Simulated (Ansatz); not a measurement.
Method: Ansatz 0.2.0, DFT PBE, scalar-relativistic, plane waves, PAW. All cells share a 420 eV cutoff and Γ-centred k meshes spaced at most about 0.3 Å⁻¹ (about 0.25 or finer for metals, 2π included). No spin polarisation in the final relaxations.

These are static total energies at zero pressure.

Compare these two cells of Si₃C₂, each relaxed at this level.

1.

```
CELL_PARAMETERS angstrom
1.47649 0.85245 6.58738
-1.47649 0.85245 6.58738
0.00000 -1.70490 6.58738
ATOMIC_POSITIONS crystal
Si 0.00000 0.00000 0.00000
Si 0.21573 0.21573 0.21573
Si 0.78427 0.78427 0.78427
C 0.39654 0.39654 0.39654
C 0.60346 0.60346 0.60346
```

2.

```
CELL_PARAMETERS angstrom
-1.39305 1.39305 7.23827
1.39305 -1.39305 7.23827
1.39305 1.39305 -7.23827
ATOMIC_POSITIONS crystal
Si 0.50000 0.50000 0.00000
Si 0.67381 0.67381 0.00000
Si 0.32619 0.32619 0.00000
C 0.81996 0.81996 0.00000
C 0.18004 0.18004 0.00000
```

Problem. Which is lower in energy, and by how much?

Solution. Cell 1 is lower, by 228 meV/atom. Cell 1 has the anti-tetradymite type, space group R-3m (No. 166), 9.9 Å³/atom and no gap on its mesh; cell 2 has space group I4/mmm (No. 139), 11.2 Å³/atom and no gap. Counting C atoms around Si (those within 1.25 times the shortest such distance or 1.15 times the sum of covalent radii; the shortest distance is added where it exceeds 1.18 times the sum of covalent radii; a slash parts the counts of unlike sites), cell 1 has Si 3/6 and cell 2 has Si 5/8 from 3.3 Å. Cell 2 holds Si–Si units of three or more atoms (shortest 2.52 Å); in cell 1 the shortest Si–Si distance is 2.58 Å, near bonding range too. The denser one is the lower, and pressure would at first widen the difference. Even the lower one lies +0.56 eV/atom against the reference forms of the elements (uncorrected), so neither is stable at this level. Both come from invented guesses. A third cell relaxed alike, in P-3m1, lies 171 meV/atom below the lower of the two.

Cells relaxed within their symmetry can be saddle points.
